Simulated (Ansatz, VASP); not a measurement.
## GaCo: VASP beside Ansatz

Contents of INCAR:

```
SYSTEM = GaCo
PREC = Accurate ; ENCUT = 520
EDIFF = 1E-7 ; ISMEAR = -1
SIGMA = 0.08 ; LREAL = .FALSE.
LASPH = .TRUE. ; NELM = 80
ALGO = Normal ; ISIF = 2
LWAVE = .FALSE. ; LCHARG = .FALSE.
GGA = CA ; NBANDS = 18
```

KPOINTS

```
regular mesh
0
G
  11 11 11
  0 0 0
```

The input POSCAR:

```
GaCo
1.0
    2.9158727642      0.0000000000      0.0000000000
    0.0000000000      2.9158727642      0.0000000000
    0.0000000000      0.0000000000      2.9158727642
Ga Co
1 1
Direct
    0.5000000000      0.5000000000      0.5000000000
    0.0000000000      0.0000000000      0.0000000000
```

Input for Ansatz:

```yaml
crystal:
  lattice:
    - [2.9158727642, 0.0, 0.0]
    - [0.0, 2.9158727642, 0.0]
    - [0.0, 0.0, 2.9158727642]
  atoms:
    - { symbol: Ga, position: [0.5, 0.5, 0.5] }
    - { symbol: Co, position: [0.0, 0.0, 0.0] }
kpoints:
  mp_grid: { grid: [11, 11, 11] }
scf:
  occupations: { method: fermi_dirac, width: 0.08 }
  lower_state_search: "off"
hamiltonian:
  xc: lda
  pseudopotentials: { kind: paw }
output:
  forces: true
  stress: true
  eigenvalues: true
```

Change from the starting cell: volume scaled by 1.04, no spin polarisation, PAW files.

Alike in both runs: task single point; functional LDA; k mesh 11 × 11 × 11; occupations fermi-dirac, width 0.08 eV; no spin polarisation.

|  | VASP | Ansatz |
| --- | --- | --- |
| version | VASP 6.6.1 | Ansatz 0.2.0 |
| potentials or method | VASP PAW LDA potentials, release 64 (Ga_d, Co) | PAW with Ansatz's default frozen-core files, scalar-relativistic |
| plane-wave cutoff (eV) | 520 | 420 |
| valence electrons in the cell | 22 | 30 |

Ansatz gave:

```
pressure (GPa) : -18.6
```

Q: What did VASP give for the same quantities?

A: Pressure (GPa): -18.2.

The two sets of potentials don't hold the same shells in valence.

Caveats: so large a pressure means that the cell lies far from this level's equilibrium, or that cutoff or potentials fall short (VASP). Spin polarisation is off, so any magnetic state and its effect on volume and gap are missing.
